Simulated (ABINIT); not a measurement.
MoS2:

```
Mo S
1.0
     1.58000    0.91221    6.15000
    -1.58000    0.91221    6.15000
     0.00000   -1.82443    6.15000
Mo S
1 2
Direct
  0.00000 0.00000 0.00000
  0.41700 0.41700 0.41700
  0.25000 0.25000 0.25000
```

Measurements of this composition are mostly on another form, of space group No. 194.

| Property | Result |
| --- | --- |
| Program | ABINIT 10.8.3 (patched build) |
| Task | single point |
| Functional | PBE |
| Potentials or basis | JTH PAW PBE v2.0 |
| Cutoff | 544 eV |
| k mesh | 10 × 10 × 10 |
| Occupations | fermi-dirac, width 0.05 eV |
| Spin | no spin polarisation |

On this cell: pressure 5.4 GPa; largest force 0.526 eV/Å; band gap on the k mesh 0.96 eV, indirect (least direct gap 1.96 eV).

The same run follows on a disturbed copy (atoms moved at random, drawn with an rms of 0.05 Å):

```xyz
3
Lattice="1.5800 0.9122 6.1500 -1.5800 0.9122 6.1500 0.0000 -1.8244 6.1500" Properties=species:S:1:pos:R:3 pbc="T T T"
Mo    0.0102   -0.0081   -0.0121
S    -0.0599   -0.0380    7.7439
S    -0.0031   -0.0316    4.5895
```

Q: What does the disturbed cell give?

A: The energy moves by +11.0 meV/atom; pressure 2.0 GPa; largest force 1.209 eV/Å; band gap on the k mesh 0.89 eV, indirect (least direct gap 1.91 eV).

Forces in eV/Å, atoms in the order of the input:
```
Mo  -0.776 -0.510  0.775
S    0.613  0.253 -0.579
S    0.163  0.257 -0.197
```

Stress tensor (GPa, compression positive):
```
 2.06 -0.71  2.08
-0.71  3.06  0.02
 2.08  0.02  0.96
```

A k mesh can miss the band edges.
